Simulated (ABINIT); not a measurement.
# Ti (Fm-3m) in ABINIT: notebook, part 2 of 2

ABINIT 10.8.3 (patched build).

### 4 Relaxation of cell and atoms, PBEsol, target pressure 20 GPa, at which the enthalpy is minimised

File run.abi:

```
# Pseudopotentials
pp_dirpath "./"
pseudos "Ti.GGA_PBE-JTH.xml"

# Structure
acell 2.8708535316 2.8708535316 2.8708535316 Angstrom
rprim
     0.0000000000     0.7071067812     0.7071067812
     0.7071067812     0.0000000000     0.7071067812
     0.7071067812     0.7071067812     0.0000000000
ntypat 1
znucl 22
natom 1
typat 1
xred
     0.0000000000     0.0000000000     0.0000000000
chkprim 0
chksymtnons 0
tolsym 1.0e-6

# Plane-wave basis
ecut 15.0
pawecutdg 30.0
pawxcdev 0

# k points
kptopt 1
ngkpt 11 11 11
nshiftk 1
shiftk 0.0 0.0 0.0

# Exchange and correlation
ixc -116133

# Bands and occupations
nband 10
occopt 3
tsmear 0.00183747

# SCF cycle
nstep 100
tolvrs 1.0e-9

# Output
iomode 3
prtwf 0
prtden 0
prteig 0
prtebands 0
enunit 1

# Relaxation
ionmov 2
ntime 60
tolmxf 0.0002
optcell 2
dilatmx 1.08
ecutsm 0.5
strtarget 3*-6.797862e-04 3*0.0
```

Potentials or basis: JTH PAW PBE v2.0.

Started as:

```sh
> abinit run.abi > log 2>&1
```

run.abo:

```text
.Version 10.8.3 of ABINIT
 Symmetries : space group Fm -3 m (#225); Bravais cF (face-center cubic)
================================================================================
 Values of the parameters that define the memory need of the present run
     intxc =       0    ionmov =       2      iscf =      17    lmnmax =      18
     lnmax =       6     mgfft =      24  mpssoang =       3    mqgrid =    3001
     natom =       1  nloc_mem =       2    nspden =       1   nspinor =       1
    nsppol =       1      nsym =      48    n1xccc =       1    ntypat =       1
    occopt =       3   xclevel =       2
       mpw =         403          nfft =       13824          nkpt =          56
 PAW method is used; the additional fine FFT grid is defined by:
   mgfftf=        30    nfftf =     27000
================================================================================
================================================================================

--------------------------------------------------------------------------------
------------- Echo of variables that govern the present computation ------------
--------------------------------------------------------------------------------
 -outvars: echo values of preprocessed input variables --------
            acell      5.4251269223E+00  5.4251269223E+00  5.4251269223E+00 Bohr
              amu      4.78800000E+01
          chkprim           0
      chksymtnons           0
          dilatmx      1.08000000E+00
             ecut      1.50000000E+01 Hartree
           ecutsm      5.00000000E-01 Hartree
           enunit           1
           ionmov           2
                       outvar_i_n : Printing only first  50 k-points.
              ixc     -116133
                       outvar_i_n : Printing only first  50 k-points.
         kptrlatt       11    0    0      0   11    0      0    0   11
          kptrlen      5.96763961E+01
            natom           1
            nband          10
            ngfft          24      24      24
          ngfftdg          30      30      30
             nkpt          56
            nstep         100
             nsym          48
            ntime          60
           ntypat           1
                       prtocc : prtvol=0, do not print more k-points.
           occopt           3
          optcell           2
        pawecutdg      3.00000000E+01 Hartree
         pawxcdev           0
           prtden           0
        prtebands           0
           prteig           0
            prtwf           0
            rprim      0.0000000000E+00  7.0710678120E-01  7.0710678120E-01
                       7.0710678120E-01  0.0000000000E+00  7.0710678120E-01
                       7.0710678120E-01  7.0710678120E-01  0.0000000000E+00
          spgroup         225
        strtarget     -6.79786200E-04 -6.79786200E-04 -6.79786200E-04
                       0.00000000E+00  0.00000000E+00  0.00000000E+00
           tolmxf      2.00000000E-04
           tolsym      1.00000000E-06
           tolvrs      1.00000000E-09
           tsmear      1.83747000E-03 Hartree
            typat      1
           useylm           1
                       outvars : Printing only first  50 k-points.
            znucl       22.00000

================================================================================

 chkinp: Checking input parameters for consistency.

================================================================================
== DATASET  1 ==================================================================

--- !DatasetInfo
iteration_state: {dtset: 1, }
[... 46 lines left out ...]
--- Iteration: ( 1/60) Internal Cycle: (1/1)
--------------------------------------------------------------------------------

---SELF-CONSISTENT-FIELD CONVERGENCE--------------------------------------------
[... 338 lines left out ...]
  0.00000000000000E+00  3.66248479228970E+00  3.66248479228970E+00
  3.66248479228970E+00  0.00000000000000E+00  3.66248479228970E+00
  3.66248479228970E+00  3.66248479228970E+00  0.00000000000000E+00
 Unitary Cell Volume (ucvol) [Bohr^3]=  9.82556393175305E+01
 Angles (23,13,12)= [degrees]
  6.00000000000000E+01  6.00000000000000E+01  6.00000000000000E+01
 Lengths [Bohr]
  5.17953566524130E+00  5.17953566524130E+00  5.17953566524130E+00
 Stress tensor in cartesian coordinates (strten) [Ha/bohr^3]
 -6.76598876518580E-04  0.00000000000000E+00  0.00000000000000E+00
  0.00000000000000E+00 -6.76598876518591E-04  0.00000000000000E+00
  0.00000000000000E+00  0.00000000000000E+00 -6.76598876518601E-04
 Total energy (etotal) [Ha]= -5.85866540391232E+01

 Difference of energy with previous step (new-old):
           Absolute (Ha)=-6.59888E-04
           Relative     =-1.12635E-05

--- Iteration: ( 5/60) Internal Cycle: (1/1)
--------------------------------------------------------------------------------

---SELF-CONSISTENT-FIELD CONVERGENCE--------------------------------------------
[... 79 lines left out ...]
 Difference of energy with previous step (new-old):
           Absolute (Ha)= 3.43017E-05
           Relative     = 5.85486E-07

 At Broyd/MD step   5, gradients are converged :
  max grad (force/stress) = 1.4989E-06 < tolmxf= 2.0000E-04 ha/bohr (free atoms)

================================================================================

 ----iterations are completed or convergence reached----

 Mean square residual over all n,k,spin=   17.619E-10; max=  97.233E-08
 reduced coordinates (array xred) for    1 atoms
       0.000000000000      0.000000000000      0.000000000000
 rms dE/dt=  0.0000E+00; max dE/dt=  0.0000E+00; dE/dt below (all hartree)
    1       0.000000000000      0.000000000000      0.000000000000

 cartesian coordinates (angstrom) at end:
    1      0.00000000000000     0.00000000000000     0.00000000000000

 cartesian forces (hartree/bohr) at end:
    1     -0.00000000000000    -0.00000000000000    -0.00000000000000
 frms,max,avg= 0.0000000E+00 0.0000000E+00   0.000E+00  0.000E+00  0.000E+00 h/b

 cartesian forces (eV/Angstrom) at end:
    1     -0.00000000000000    -0.00000000000000    -0.00000000000000
 frms,max,avg= 0.0000000E+00 0.0000000E+00   0.000E+00  0.000E+00  0.000E+00 e/A
 length scales=  5.178646784916  5.178646784916  5.178646784916 bohr
              =  2.740421860035  2.740421860035  2.740421860035 angstroms
 Fermi (or HOMO) energy (eV) =   9.37378   Average Vxc (eV)= -11.91580
 Eigenvalues (   eV  ) for nkpt=  56  k points:
 kpt#   1, nband= 10, wtk=  0.00075, kpt=  0.0000  0.0000  0.0000 (reduced coord)
 -46.77238  -22.46630  -22.46630  -22.46630    2.97795   10.35682   10.35682   10.35682
  12.43462   12.43462
 prteigrs : prtvol=0 or 1, do not print more k-points.

--- !EnergyTerms
iteration_state     : {dtset: 1, itime: 5, icycle: 1, }
comment             : Components of total free energy in Hartree
kinetic             :  7.89382183965173E+00
hartree             :  1.03255708926751E+01
xc                  : -3.26690518295222E+00
Ewald energy        : -4.50741435475887E+01
psp_core            :  3.11538299371168E+00
local_psp           : -3.14261344769945E+01
PAW spherical_terms : -1.53949350288797E-01
internal            : -5.85863568317857E+01
'-kT*entropy'       : -2.63791953125015E-04
total_energy        : -5.85866206237388E+01
total_energy_eV     : -1.59422316263931E+03
...

--- !EnergyTermsDC
iteration_state     : {dtset: 1, itime: 5, icycle: 1, }
comment             : '"Double-counting" decomposition of free energy'
band_energy         : -7.36621725079887E+00
Ewald energy        : -4.50741435475887E+01
psp_core            :  3.11538299371168E+00
xc_dc               : -9.91054158309328E+00
PAW spherical_terms :  6.49163442281024E-01
internal            : -5.85863559454882E+01
'-kT*entropy'       : -2.63791953125015E-04
total_energy_dc     : -5.85866197374413E+01
total_energy_dc_eV  : -1.59422313852193E+03
...

--- !EnergyTermsWithPAWCore
iteration_state     : {dtset: 1, itime: 5, icycle: 1, }
comment             : 'Components of total free energy, including PAW core contributions'
Total energy        : -8.52857256004732E+02
Total energy DC     : -8.52857255118435E+02
Total energy (eV)   : -2.32074282058323E+04
Total energy DC (eV): -2.32074281817149E+04
...

 Cartesian components of stress tensor (hartree/bohr^3)
  sigma(1 1)= -6.79771211E-04  sigma(3 2)=  0.00000000E+00
  sigma(2 2)= -6.79771211E-04  sigma(3 1)=  0.00000000E+00
  sigma(3 3)= -6.79771211E-04  sigma(2 1)=  0.00000000E+00

-Cartesian components of stress tensor (GPa)         [Pressure=  2.0000E+01 GPa]
- sigma(1 1)= -1.99995595E+01  sigma(3 2)=  0.00000000E+00
- sigma(2 2)= -1.99995595E+01  sigma(3 1)=  0.00000000E+00
- sigma(3 3)= -1.99995595E+01  sigma(2 1)=  0.00000000E+00

== END DATASET(S) ==============================================================
================================================================================

 -outvars: echo values of variables after computation  --------
            acell      5.1786467849E+00  5.1786467849E+00  5.1786467849E+00 Bohr
           etotal     -5.8586619737E+01
            fcart     -0.0000000000E+00 -0.0000000000E+00 -0.0000000000E+00
            rprim      0.0000000000E+00  7.0710678119E-01  7.0710678119E-01
                       7.0710678119E-01  0.0000000000E+00  7.0710678119E-01
                       7.0710678119E-01  7.0710678119E-01  0.0000000000E+00
           strten     -6.7977121135E-04 -6.7977121135E-04 -6.7977121135E-04
                       0.0000000000E+00  0.0000000000E+00  0.0000000000E+00
 Calculation completed.
```

Wall time 24 s (1 thread of Intel Xeon 6975P-C (Granite Rapids), shared host); peak memory 0.1 GiB.

What came out:

```yaml
Free_energy: -1594.2231 eV
Relaxed_volume: 14.55 Å³/atom
Relaxed_cell: a = 2.740 Å, b = 2.740 Å, c = 2.740 Å, α = 60.00°, β = 60.00°, γ = 60.00°
Space_group_after_relaxing_to_0.05_Å: Fm-3m (No. 225)
Energy_change_on_relaxing_the_enthalpy_is_what_falls: +120.1 meV/atom
Ionic_steps: 5
Pressure_after_relaxing: 20.0 GPa
Band_gap_on_the_k_mesh: none (metal or under the smearing width)
Valence_electrons_inside_the_program's_atomic_spheres: Ti 10.40 (radii [1.2214] Å)
```

The path:
| step | energy change (eV) | largest force (eV/Å) | pressure (GPa) | volume (Å³) |
| --- | --- | --- | --- | --- |
| 1 | 0.0000 | 0.0000 | -0.26 | 16.73 |
| 2 | 0.0222 | 0.0000 | 7.65 | 15.72 |
| 3 | 0.1371 | 0.0000 | 21.66 | 14.42 |
| 4 | 0.1191 | 0.0000 | 19.91 | 14.56 |
| 5 | 0.1201 | 0.0000 | 20.00 | 14.55 |

Final structure:
```
CELL_PARAMETERS angstrom
0.00000 1.93777 1.93777
1.93777 0.00000 1.93777
1.93777 1.93777 0.00000
ATOMIC_POSITIONS crystal
Ti 0.00000 0.00000 0.00000
```

Caveat: the PAW data sets were made with another functional, which shifts forces and pressure a little.

### 5 Overview

```tsv
cell	gap on the mesh (eV)	pressure (GPa)
relaxed	none	0.0
relaxed to 10 GPa	none	10.0
relaxed to 20 GPa	none	20.0
```

Alike in all rows: task relaxation of cell and atoms; level PBEsol; potentials or basis JTH PAW PBE v2.0; no spin polarisation; k mesh 11 × 11 × 11; cutoff (eV) 408; smearing fermi-dirac 0.05 eV.

Caveats: the PAW data sets were made with another functional, which shifts forces and pressure a little.

Absolute energies hang on the potentials; compare differences alone.
